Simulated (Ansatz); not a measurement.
# Magnetic and orbital states of FeGe

System: FeGe, a test cell of our own (not relaxed); the cell holds 2 atoms.

```
CELL_PARAMETERS angstrom
3.01014 0.00000 0.00000
0.00000 3.01014 0.00000
0.00000 0.00000 3.01014
ATOMIC_POSITIONS crystal
Fe 0.00000 0.00000 0.00000
Ge 0.46334 0.45075 0.45353
```

Numbers behind element symbols give the atom's place in this list.

Level of theory: DFT, r2SCAN, PAW (an earlier, harder data set), plane waves, scalar-relativistic in Ansatz development build ahead of 0.2.0.

```json
{
 "Plane-wave cutoff": "1230 eV",
 "k-point mesh": "3×3×3 (Γ-centred)",
 "Occupations": "Gaussian smearing, 0.05 eV",
 "Valence electrons": "30"
}
```

Moments by site are taken inside atomic spheres; the rest lies between them.

With one magnetic atom in the cell its copies can only be parallel; orders in a larger cell may lie lower.

The mesh is coarse, so energy differences (and at times their sign) aren't converged.

Default search: extra SCF cycles where an unstable direction or a doubtful shell filling shows. With a search on, the program may also reshape the start on open shells.

| start | iterations | final moments of Fe1 (μB) | total (μB) | F − F(lowest) (meV/atom) |
| --- | --- | --- | --- | --- |
| default search for lower states [Fe1 2.00 μB] | 39 | 1.96 | 1.93 | 0.0 |
| default search for lower states [Fe1 4.00 μB] | 38 | 1.96 | 1.93 | 1.1 |

2 runs converged, to 2 different states. The lowest is spin-polarised, site moments Fe1 1.96 μB, total 1.93 μB per cell; it was reached by the start “default search for lower states [Fe1 2.00 μB]”. These are lowest states among those tried, not proven ground states. States within about 5 meV/atom are too close for this mesh, smearing and search to settle their order.
